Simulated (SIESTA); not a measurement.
CdO (Monteponite) under changes of volume

One of the cells (12.970 Å³/atom); the others are scaled copies at fixed shape and fractional positions:

```
Cd O
1.0
     0.00000    2.34950    2.34950
     2.34950    0.00000    2.34950
     2.34950    2.34950    0.00000
Cd O
1 1
Direct
  0.00000 0.00000 0.00000
  0.50000 0.50000 0.50000
```

```yaml
Program: SIESTA 5.4.2
Functional: PBEsol
Potentials_or_basis: PseudoDojo 0.4 standard (PBEsol files)
Basis: DZP (energy shift 0.003 Ry; two zetas on semicore shells)
Grid_cutoff: 800 Ry
Energy_shift: 0.003 Ry
k_mesh: 10 × 10 × 10
Occupations: fermi-dirac, width 0.05 eV
Spin: no spin polarisation
```

```tsv
volume (Å³/atom)	energy over the lowest point (meV/atom)	pressure (GPa)
12.191	24.92	10.9
12.451	10.69	6.8
12.710	2.66	3.3
12.970	0.00	0.1
13.229	2.21	-2.8
13.488	?	?
13.748	19.46	-7.7
```

**Question.** What does the run at 13.488 Å³/atom give?

**Answer.** Energy over the lowest point 8.87 meV/atom; pressure -5.4 GPa.

Worked out: A Birch-Murnaghan fit of order 3 (a polynomial in V^(-2/3)) to the other rows has its minimum at 12.98 Å³/atom with B0 = V·E''(V) = 151 GPa and B' = 4.4. It gives 8.85 meV/atom at 13.488 Å³/atom, against the run's 8.87, and -dE/dV = -5.4 GPa, against -5.4.

Energies are extrapolated to zero smearing.

Caveats: the basis of atomic orbitals isn't converged, which shifts pressures, moduli and gaps.
